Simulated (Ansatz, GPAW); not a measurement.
Ta: programs and potentials compared

```
CELL_PARAMETERS angstrom
-1.65128 1.65128 1.65128
1.65128 -1.65128 1.65128
1.65128 1.65128 -1.65128
ATOMIC_POSITIONS crystal
Ta 0.00000 0.00000 0.00000
```

Alike in all runs: task single point; functional PBE; k mesh 11 × 11 × 11; occupations gaussian, width 0.022 eV; no spin polarisation; no spin-orbit coupling. Pressure is positive in compression and, in plane waves, holds the error of the finite cutoff, which Ansatz's Pulay term estimates and takes out.

```
                        program and potentials  plane-wave cutoff (eV)                             notes  pressure (GPa)
                            Ansatz, Ansatz PAW                     420  Pulay term of +0.06 GPa included            2.10
Ansatz, all-electron LAPW, scalar-relativistic                       -                                 -            2.06
    GPAW, GPAW PAW data sets (gpaw-data 1.2.1)                     600                                 -            2.33
```

The pressure spans 2.06 (Ansatz, all-electron LAPW, scalar-relativistic) to 2.33 GPa (GPAW, GPAW PAW data sets (gpaw-data 1.2.1)), with all-electron results at 2.06.

The functional is the same throughout but for its coding, so the spread measures potentials, basis and numerics; runs on potential files found faulty are left out.

All three runs put bcc tantalum under slight compression at this volume, so the PBE equilibrium cell is somewhat larger than the one used. This fits the functional's usual tendency to overestimate the lattice constants of 5d metals modestly. Tantalum is stiff because its partly filled d band occupies mainly bonding states, and the short-range repulsion from the semicore shells rises steeply on compression. A small change in lattice constant therefore produces a noticeable pressure, and the spread between programs corresponds to only a very small difference in equilibrium volume.

The Ansatz PAW value of 2.10 GPa lies close to the all-electron 2.06 GPa, while GPAW stands further off at 2.33 GPa. An incomplete plane-wave basis normally lowers the computed pressure, so GPAW's excess probably comes from its data set or other numerics rather than its cutoff. Agreement at one volume tests the slope of the energy curve there, but not its curvature, and so doesn't establish equally good agreement for the bulk modulus.
